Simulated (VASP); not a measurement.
A run of VASP 6.6.1 is set up as follows.

Contents of INCAR:

```
SYSTEM = Lu
  PREC = Accurate
  ENCUT = 600
  EDIFF = 1E-7
  ISMEAR = 1
  SIGMA = 0.1
  LREAL = .False.
  LASPH = .True.
  NELM = 80
  ALGO = Fast
  ISIF = 4
  LWAVE = .False.
  LCHARG = .False.
  GGA = CA
  IBRION = 2
  NSW = 40
  EDIFFG = -0.01
```

KPOINTS

```
regular mesh
0
Gamma
  12 12 7
  0 0 0
```

The input POSCAR:

```
Lu                                      
1.0
    3.4332665218      0.0000000000     -0.0000000000
   -1.7166332609      2.9732960259      0.0000000000
    0.0000000000      0.0000000000      5.3426733037
  Lu            
     2
Direct
     0.3333333332999970    0.6666666667000030    0.2500000000000000
     0.6666666667000030    0.3333333332999970    0.7500000000000000
```

Potentials or basis: VASP PAW PBE potentials, release 64 (Lu).

Run with:

```bash
$ cat potpaw_PBE.64/Lu/POTCAR > POTCAR
$ mpirun -np 1 vasp_std > vasp.out
```

Q: What does it give for the band gap on the k mesh?

A: None (metal or under the smearing width).

Q: Predict the energy gained by relaxing.

A: 0.0 meV/atom.

Stress tensor (GPa, compression positive):
```
-2.00  0.00  0.00
 0.00 -2.00  0.00
 0.00  0.00 -2.08
```

Caveat: the PAW data sets were made with another functional, which shifts forces and pressure a little. Spin-orbit coupling is left out, which matters for the levels of Lu.
